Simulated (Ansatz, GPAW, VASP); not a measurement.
K: programs and potentials compared

```
CELL_PARAMETERS angstrom
-2.69756 2.69756 2.69756
2.69756 -2.69756 2.69756
2.69756 2.69756 -2.69756
ATOMIC_POSITIONS crystal
K 0.00000 0.00000 0.00000
```

Alike in all runs: task single point; functional RPBE; k mesh 7 × 7 × 7; occupations gaussian, width 0.05 eV; no spin polarisation; no spin-orbit coupling. Pressure is positive in compression and, in plane waves, holds the error of the finite cutoff.

| program and potentials | plane-wave cutoff (eV) | notes | pressure (GPa) |
| --- | --- | --- | --- |
| VASP, PBE PAW files K_sv, release 54, 520 eV | 520 | potentials made for PBE | 0.06 |
| Ansatz, all-electron LAPW, scalar-relativistic | - | - | ? |
| GPAW, the program's PAW data sets (release 1.2.1) made for this functional | 600 | - | 0.06 |

Question: Estimate from the other rows what the run with Ansatz, all-electron LAPW, scalar-relativistic gave.

Answer: Pressure 0.07 GPa. The other rows, which needn't bracket it: pressure 0.06.
